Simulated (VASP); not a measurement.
The system is Au.

```
CELL_PARAMETERS angstrom
0.00000 2.03500 2.03500
2.03500 0.00000 2.03500
2.03500 2.03500 0.00000
ATOMIC_POSITIONS crystal
Au 0.00000 0.00000 0.00000
```

```yaml
Program: VASP 6.6.1
Task: relaxation of cell and atoms
Functional: optB86b-vdW
Potentials_or_basis: VASP PAW PBE potentials, release 64 (Au)
Cutoff: 600 eV
k_mesh: 11 × 11 × 11
Occupations: fermi-dirac, width 0.05 eV
Spin: no spin polarisation
```

At the start: pressure 6.6 GPa; volume 16.85 Å³/atom.

Where does the relaxation end?

Over 3 steps the energy falls by 12.5 meV/atom and the volume is 17.50 Å³/atom (+3.8 %); space group Fm-3m (No. 225, to 0.05 Å).

Step by step:
| step | energy change (eV) | largest force (eV/Å) | pressure (GPa) | volume (Å³) |
| --- | --- | --- | --- | --- |
| 1 | 0.0000 | 0.0000 | 6.59 | 16.85 |
| 2 | 0.0183 | 0.0000 | -8.25 | 18.60 |
| 3 | -0.0125 | 0.0000 | -0.10 | 17.50 |

Final structure:
```xyz
1
Lattice="0.0000 2.0607 2.0607 2.0607 0.0000 2.0607 2.0607 2.0607 0.0000" Properties=species:S:1:pos:R:3 pbc="T T T"
Au    0.0000    0.0000    0.0000
```

Caveat: the PAW data sets were made with another functional, which shifts forces and pressure a little.
